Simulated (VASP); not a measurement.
# GaN (P6_3mc) in VASP: settings compared

The runs below take GaN through relaxation of cell and atoms, with PBE, PBEsol.

Program: VASP 6.6.1. These are calculated values, not measurements. Logs are shortened: lines on timing, memory, paths and dates and some standing lists are left out, and cuts for length are marked.

## 1. The structure

The structure is hexagonal, space group P6_3mc (No. 186). The conventional cell has a = 3.190 Å, b = 3.190 Å, c = 5.190 Å, α = 90.00°, β = 90.00°, γ = 120.00°. Around Ga (site symmetry 3m) lie 4 N at 1.95 to 1.96 Å. Around N (site symmetry 3m) lie 4 Ga at 1.95 to 1.96 Å.

The cell was built by a generator and isn't the measured one.

## 2. Relaxation of cell and atoms, PBE

INCAR

```
SYSTEM = GaN
ALGO     = Normal         ! electronic algorithm
EDIFF    = 1E-7           ! SCF threshold, eV
EDIFFG   = -0.01          ! ionic threshold
ENCUT    = 520            ! plane-wave cutoff, eV
GGA      = PE             ! functional
IBRION   = 2              ! ionic algorithm
ISIF     = 3              ! what is computed and relaxed
ISMEAR   = 0              ! smearing method
LASPH    = .TRUE.         ! aspherical terms in the spheres
LCHARG   = .FALSE.        ! write CHGCAR
LREAL    = .FALSE.        ! projectors in reciprocal space
LWAVE    = .FALSE.        ! write WAVECAR
NELM     = 60             ! most SCF steps
NSW      = 60             ! ionic steps
PREC     = Accurate       ! precision mode
SIGMA    = 0.03           ! smearing width, eV
```

KPOINTS

```
k-points
0
G
  8 8 5
  0 0 0
```

POSCAR

```
GaN
1.0
    3.1900000000      0.0000000000      0.0000000000
   -1.5950000000      2.7626210381      0.0000000000
    0.0000000000      0.0000000000      5.1900000000
Ga N
2 2
Direct
    0.3333333333      0.6666666667      0.0000000000
    0.6666666667      0.3333333333      0.5000000000
    0.3333333333      0.6666666667      0.3770000000
    0.6666666667      0.3333333333      0.8770000000
```

Potentials or basis: VASP PAW PBE potentials, release 64 (Ga_d, N).

Started as:

```sh
cat potpaw_PBE.64/Ga_d/POTCAR potpaw_PBE.64/N/POTCAR > POTCAR
mpirun -np 1 vasp_std > vasp.out
```

OUTCAR:

```text
SYSTEM = GaN
   EDIFF = 1E-7
   EDIFFG = -0.01
   ENCUT = 520
   GGA = PE
   IBRION = 2
   ISIF = 3
   ISMEAR = 0
   LASPH = .TRUE.
   LREAL = .FALSE.
   NELM = 60
   NSW = 60
   PREC = Accurate

 ion  position               nearest neighbor table
   1  0.333  0.667  0.000-   4 1.95   4 1.95   4 1.95   3 1.96
   2  0.667  0.333  0.500-   3 1.95   3 1.95   3 1.95   4 1.96
   3  0.333  0.667  0.377-   2 1.95   2 1.95   2 1.95   1 1.96
   4  0.667  0.333  0.877-   1 1.95   1 1.95   1 1.95   2 1.96

  LATTYP: Found a hexagonal cell.
 ALAT       =     3.1900000000
 C/A-ratio  =     1.6269592476

  Lattice vectors:

 A1 = (   3.1900000000,   0.0000000000,   0.0000000000)
 A2 = (  -1.5950000000,   2.7626210381,   0.0000000000)
 A3 = (   0.0000000000,   0.0000000000,   5.1900000000)

Analysis of symmetry for initial positions (statically):
=====================================================================
 Subroutine PRICEL returns:
 Original cell was already a primitive cell.

 Routine SETGRP: Setting up the symmetry group for a
 hexagonal supercell.

 Subroutine GETGRP returns: Found 12 space group operations
 (whereof  6 operations were pure point group operations)
 out of a pool of 24 trial point group operations.

The static configuration has the point symmetry C_3v.
 The point group associated with its full space group is C_6v.

Analysis of symmetry for dynamics (positions and initial velocities):
=====================================================================
 Subroutine PRICEL returns:
 Original cell was already a primitive cell.

 Routine SETGRP: Setting up the symmetry group for a
 hexagonal supercell.

 Subroutine GETGRP returns: Found 12 space group operations
 (whereof  6 operations were pure point group operations)
 out of a pool of 24 trial point group operations.

The dynamic configuration has the point symmetry C_3v.
 The point group associated with its full space group is C_6v.

 Subroutine INISYM returns: Found 12 space group operations
 (whereof  6 operations are pure point group operations),
 and found     1 'primitive' translations

----------------------------------------------------------------------------------------

                                     Primitive cell

  volume of cell :      45.7382

  direct lattice vectors                    reciprocal lattice vectors
     3.190000000  0.000000000  0.000000000     0.313479624  0.180987545  0.000000000
    -1.595000000  2.762621038  0.000000000     0.000000000  0.361975090  0.000000000
     0.000000000  0.000000000  5.190000000     0.000000000  0.000000000  0.192678227

  length of vectors
     3.190000000  3.190000000  5.190000000     0.361975090  0.361975090  0.192678227

  position of ions in fractional coordinates (direct lattice)
     0.333333333  0.666666667  0.000000000
     0.666666667  0.333333333  0.500000000
     0.333333333  0.666666667  0.377000000
     0.666666667  0.333333333  0.877000000

  ion indices of the primitive-cell ions
   primitive index   ion index
                 1           1
                 2           2
                 3           3
                 4           4

----------------------------------------------------------------------------------------

 KPOINTS: k-points

Automatic generation of k-mesh.
 Grid dimensions read from file:
 generate k-points for:    8    8    5

 Generating k-lattice:

  Cartesian coordinates                     Fractional coordinates (reciprocal lattice)
     0.039184953  0.022623443  0.000000000     0.125000000  0.000000000  0.000000000
     0.000000000  0.045246886  0.000000000     0.000000000  0.125000000  0.000000000
     0.000000000  0.000000000  0.038535645     0.000000000  0.000000000  0.200000000

  Length of vectors
     0.045246886  0.045246886  0.038535645

  Shift w.r.t. Gamma in fractional coordinates (k-lattice)
     0.000000000  0.000000000  0.000000000

 Subroutine IBZKPT returns following result:
 ===========================================

 Found     30 irreducible k-points:

 Following reciprocal coordinates:
            Coordinates               Weight
  0.000000  0.000000  0.000000      1.000000
  0.125000 -0.000000  0.000000      6.000000
  0.250000 -0.000000  0.000000      6.000000
  0.375000 -0.000000  0.000000      6.000000
  0.500000 -0.000000  0.000000      3.000000
  0.125000  0.125000  0.000000      6.000000
[... 16 lines left out ...]
  0.250000 -0.000000  0.400000     12.000000
  0.375000 -0.000000  0.400000     12.000000
 [... further k-points ...]
   k-points           NKPTS =     30   k-points in BZ     NKDIM =     30   number of bands    NBANDS=     22
   number of dos      NEDOS =    301   number of ions     NIONS =      4
   total plane-waves  NPLWV =  23040
   dimension x,y,z NGX =    24 NGY =   24 NGZ =   40
   dimension x,y,z NGXF=    48 NGYF=   48 NGZF=   80
   ions per type =               2   2
   NGX,Y,Z   is equivalent  to a cutoff of  12.51, 12.51, 12.81 a.u.
   NGXF,Y,Z  is equivalent  to a cutoff of  25.02, 25.02, 25.63 a.u.
 SYSTEM =  GaN
   PREC   = accura    normal or accurate (medium, high low for compatibility)
   ISTART =      0    job   : 0-new  1-cont  2-samecut
   ICHARG =      2    charge: 1-file 2-atom 10-const
   ISPIN  =      1    spin polarized calculation?
   LNONCOLLINEAR =      F non collinear calculations
   LSORBIT =      F    spin-orbit coupling
   LASPH  =      T    aspherical Exc in radial PAW
   ENCUT  =  520.0 eV  38.22 Ry    6.18 a.u.   5.93  5.93  9.65*2*pi/ulx,y,z
   NELM   =     60;   NELMIN=  2; NELMDL= -5     # of ELM steps
   EDIFF  = 0.1E-06   stopping-criterion for ELM
   LREAL  =      F    real-space projection
   EDIFFG = -.1E-01   stopping-criterion for IOM
   NSW    =     60    number of steps for IOM
   IBRION =      2    ionic relax: 0-MD 1-quasi-New 2-CG
   NFREE  =      1    steps in history (QN), initial steepest desc. (CG)
   ISIF   =      3    stress and relaxation
   ISYM   =      2    0-nonsym 1-usesym 2-fastsym
   POTIM  = 0.5000    time-step for ionic-motion
   TEBEG  =    0.0;   TEEND  =   0.0 temperature during run
   PSTRESS=    0.0 pullay stress
   NELECT =      36.0000    total number of electrons
   NUPDOWN=      -1.0000    fix difference up-down
   EMIN   =  10.00;   EMAX   =-10.00  energy-range for DOS
   EFERMI =   0.00;   METHOD = LEGACY
   ISMEAR =     0;   SIGMA  =   0.03  broadening in eV -4-tet -1-fermi 0-gaus
   EFERMI_NEDOS =   21; number of points for ismear=-14 and -15
   IALGO  =     38    algorithm
   IMIX   =      4    mixing-type and parameters
     AMIX     =   0.40;   BMIX     =  1.00
     AMIX_MAG =   1.60;   BMIX_MAG =  1.00
  volume/ion in A,a.u.               =      11.43        77.16
  Fermi-wavevector in a.u.,A,eV,Ry     =   1.511527  2.856372 31.085415  2.284714
  Thomas-Fermi vector in A             =   2.621572
   LORBIT       =      0    0 simple, 1 ext, 2 COOP (PROOUT), +10 PAW based schemes
   GGA     = PE    functional components
   LHFCALC =     F    Hartree Fock is set to
   AEXX    =    0.0000 exact exchange contribution
   IVDW    =     0    specifies the selected vdW correction
   LEPSILON=     F    determine dielectric tensor
   LRPA    =     F    only Hartree local field effects (RPA)
 conjugate gradient relaxation of ions
 non-spin polarized calculation
 Gauss-broadening in eV      SIGMA  =   0.03
  energy-cutoff  :      520.00
  volume of cell :       45.74
 maximum number of plane-waves:      1248
 NGX is ok and might be reduce to    24
   NGX = 11   NGY = 11   NGZ = 19

--------------------------------------- Ionic step        1  -------------------------------------------

 number of electron      35.9999982 magnetization

 Free energy of the ion-electron system (eV)
  ---------------------------------------------------
  ext. energy  EPLUGINS =         0.00000000
  ---------------------------------------------------
  free energy    TOTEN  =       -24.30586214 eV

  energy without entropy =      -24.30586214  energy(sigma->0) =      -24.30586214

------------------------ aborting loop because EDIFF is reached ----------------------------------------

  FORCE on cell =-STRESS in cart. coord.  units (eV):
  Direction    XX          YY          ZZ          XY          YZ          ZX
  --------------------------------------------------------------------------------------
  -------------------------------------------------------------------------------------
  Total        1.4383291      1.4383291      1.5378131      0.0000000      0.0000000      0.0000000
  in kB       50.3836362     50.3836362     53.8684888      0.0000000      0.0000000      0.0000000
  external PRESSURE =      51.5452537 kB  Pullay stress =       0.0000000 kB
[... 61 lines left out ...]
  energy  without entropy=      -24.3118331175  energy(sigma->0) =      -24.31183312

--------------------------------------- Ionic step        3  -------------------------------------------

 number of electron      35.9999955 magnetization

 Free energy of the ion-electron system (eV)
  ---------------------------------------------------
  ext. energy  EPLUGINS =         0.00000000
  ---------------------------------------------------
  free energy    TOTEN  =       -24.32655213 eV

  energy without entropy =      -24.32655213  energy(sigma->0) =      -24.32655213

 E-fermi :   5.1821     XC(G=0): -11.5120

 val. band max:        5.0017570333   @ k =   0.0000   0.0000   0.0000
 cond. band min:       6.7166143985   @ k =   0.0000   0.0000   0.0000
 fundamental gap:      1.7148573652
 Fermi energy:         5.1820948408

 k-point     1 :       0.0000    0.0000    0.0000
  band No.  band energies     occupation
      1     -10.7274      2.00000
      2      -9.9061      2.00000
      3      -8.4168      2.00000
      4      -8.4028      2.00000
      5      -8.4028      2.00000
      6      -8.3471      2.00000
[... 574 lines left out ...]
      6      -8.2365      2.00000
[... 14 lines left out ...]
     21      12.3389      0.00000
     22      12.8248      0.00000

 [... further k-points ...]

------------------------ aborting loop because EDIFF is reached ----------------------------------------

  FORCE on cell =-STRESS in cart. coord.  units (eV):
  Direction    XX          YY          ZZ          XY          YZ          ZX
  --------------------------------------------------------------------------------------
  -------------------------------------------------------------------------------------
  Total       -0.0227887     -0.0227887      0.0303874      0.0000000      0.0000000     -0.0000000
  in kB       -0.7758737     -0.7758737      1.0345837      0.0000000      0.0000000     -0.0000000
  external PRESSURE =      -0.1723879 kB  Pullay stress =       0.0000000 kB
[... 19 lines left out ...]
  FREE ENERGIE OF THE ION-ELECTRON SYSTEM (eV)
  ---------------------------------------------------
  free  energy   TOTEN  =       -24.3265521324 eV

  energy  without entropy=      -24.3265521324  energy(sigma->0) =      -24.32655213

 reached required accuracy - stopping structural energy minimisation
```

Wall time 41 s (1 thread of Intel Xeon 6975P-C (Granite Rapids), shared host); peak memory 0.17 GiB.

Results:

```
Free energy                            : -24.3266 eV
Relaxed volume                         : 11.76 Å³/atom
Relaxed cell                           : a = 3.220 Å, b = 3.220 Å, c = 5.242 Å, α = 90.00°, β = 90.00°, γ = 120.00°
Space group after relaxing (to 0.05 Å) : P6_3mc (No. 186)
Energy gained by relaxing              : 5.2 meV/atom
Ionic steps                            : 3
Pressure after relaxing                : 0.0 GPa
Largest force after relaxing           : 0.005 eV/Å
Band gap on the k mesh                 : 1.71 eV, direct
```

Forces in eV/Å, atoms in the order of the input:
```
Ga   0.000  0.000  0.005
Ga   0.000  0.000  0.005
N    0.000  0.000 -0.005
N    0.000  0.000 -0.005
```

Step by step:
```csv
step,energy change (eV),largest force (eV/Å),pressure (GPa),volume (Å³)
1,0.0000,0.0078,5.15,45.74
2,-0.0060,0.0013,-3.97,48.22
3,-0.0207,0.0046,-0.02,47.06
```

Final structure:
```xyz
4
Lattice="3.2197 0.0000 0.0000 -1.6099 2.7884 0.0000 0.0000 0.0000 5.2417" Properties=species:S:1:pos:R:3 pbc="T T T"
Ga    0.0000    1.8589    0.0002
Ga    1.6099    0.9295    2.6211
N     0.0000    1.8589    1.9759
N     1.6099    0.9295    4.5968
```

PBE gaps usually lie below the measured ones, often by a third to a half.

## 3. Relaxation of cell and atoms, PBEsol

INCAR: that of step 2 with these lines changed.

```diff
@@ -5,3 +5,3 @@
 ENCUT    = 520            ! plane-wave cutoff, eV
-GGA      = PE             ! functional
+GGA      = PS             ! functional
 IBRION   = 2              ! ionic algorithm
```

KPOINTS is that of step 2.

POSCAR is that of step 2.

Potentials or basis: VASP PAW PBE potentials, release 64 (Ga_d, N).

Started as:

```sh
cat potpaw_PBE.64/Ga_d/POTCAR potpaw_PBE.64/N/POTCAR > POTCAR
mpirun -np 1 vasp_std > vasp.out
```

Run time: 47 s. Hardware: 1 thread of Intel Xeon 6975P-C (Granite Rapids), shared host; peak memory 0.17 GiB.

It converged, with:

- Free energy: -26.2683 eV
- Relaxed volume: 11.36 Å³/atom
- Relaxed cell: a = 3.182 Å, b = 3.182 Å, c = 5.182 Å, α = 90.00°, β = 90.00°, γ = 120.00°
- Space group after relaxing (to 0.05 Å): P6_3mc (No. 186)
- Energy gained by relaxing: 0.3 meV/atom
- Ionic steps: 5
- Pressure after relaxing: 0.0 GPa
- Largest force after relaxing: 0.004 eV/Å
- Band gap on the k mesh: 1.90 eV, direct

Forces in eV/Å, atoms in the order of the input:
```
Ga   0.000  0.000  0.004
Ga   0.000  0.000  0.004
N    0.000  0.000 -0.004
N    0.000  0.000 -0.004
```

Stress tensor (GPa, compression positive):
```
-0.05  0.00  0.00
 0.00 -0.05  0.00
 0.00  0.00  0.06
```

The path:
```
step  energy change (eV)  largest force (eV/Å)  pressure (GPa)  volume (Å³)
   1              0.0000                0.0076           -1.25        45.74
   2             -0.0002                0.0146            1.20        45.15
   3             -0.0012                0.0110            0.04        45.43
   4             -0.0012                0.0110           -0.11        45.44
   5             -0.0012                0.0044           -0.01        45.44
```

Final structure:
```
Ga N
1.0
     3.18183    0.00000    0.00000
    -1.59092    2.75555    0.00000
     0.00000    0.00000    5.18209
Ga N
2 2
Cartesian
  0.0000 1.8370 0.0006
  1.5909 0.9185 2.5917
  0.0000 1.8370 1.9530
  1.5909 0.9185 4.5441
```

Levels at points of the mesh, in eV from the valence-band top:
```
           k point  band 14  band 15  band 16  band 17  band 18  band 19  band 20  band 21  band 22
(0.00, 0.00, 0.00)    -1.05    -1.05    -0.04     0.00     0.00     1.90     4.21     9.13     9.82
(0.50, 0.00, 0.00)    -5.35    -4.27    -2.79    -2.26    -1.02     4.95     5.52     5.96     8.58
```

Caveat: the PAW data sets were made with another functional, which shifts forces and pressure a little. Expect the measured gap to be larger: semilocal functionals such as PBEsol lack the derivative discontinuity.
